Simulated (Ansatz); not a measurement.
# Ligand exchange: InH2(CH3) + C2H3IO → InH2I + C3H6O

Species: InH2(CH3), singlet; C2H3IO (acetyl iodide) `CC(=O)I`, singlet; InH2I `[InH2][I]`, singlet; C3H6O (acetone) `CC(C)=O`, singlet. The partners trade CH3 for I: In–CH3 and C–I bonds give way to In–I and C–CH3.

Shapes, held fixed at every level: PBE0-D4/def2-TZVP. Programs: Ansatz 0.2.0. Electronic energies: no zero-point or thermal term.

```csv
level,kind,ΔE (kJ/mol),less CCSD(T)/def2-TZVPP
HF/def2-TZVPP,Hartree–Fock,-216.6,-53.2
SPW92/def2-TZVPP,LDA,-153.9,+9.5
r2SCAN-D4/def2-TZVPP,meta-GGA,-159.1,+4.3
BHLYP-D4/def2-TZVPP,global hybrid,-186.5,-23.1
wB97M-V/def2-TZVPP,range-separated hybrid,-171.7,-8.3
wB97X-V/def2-TZVPP,range-separated hybrid,-175.6,-12.2
MP2/def2-TZVPP,perturbation theory,-158.9,+4.5
CCSD(T)/def2-TZVPP,coupled cluster or CI,-163.4,0.0
```

The highest level, CCSD(T)/def2-TZVPP, gives ΔE = -163.4 kJ/mol; the levels span -216.6 to -153.9. The column of differences is taken from that level and isn't an error. No measured value is set beside it here. For atoms past krypton def2 sets carry core potentials with scalar relativity. Outer-core shells of I, In are correlated in most correlated rows, in sets that cover them unevenly.

Methyl transfer from indium to the acyl carbon is strongly exothermic at every level, with CCSD(T) placing it at -163.4 kJ/mol. The driving force lies in the bonds exchanged: a weak acyl C–I bond, with poor overlap between carbon and the diffuse iodine valence orbitals, gives way to a strong C–C bond, while indium trades a modestly polar In–C bond for a more polar In–I bond. Iodine lone-pair donation into the formally empty indium 5p orbital may help a little.

Hartree–Fock exaggerates the energy release, at -216.6 kJ/mol, so electron correlation stabilises the reactants more than the products. This probably reflects the correlation needed to describe the weak, fairly covalent C–I bond beside the carbonyl group. MP2 recovers most of this shift and slightly overshoots it relative to CCSD(T). The sign of the reaction energy is therefore secure for the isolated monomers, but halide bridging between indium centres in condensed phases could alter its size.
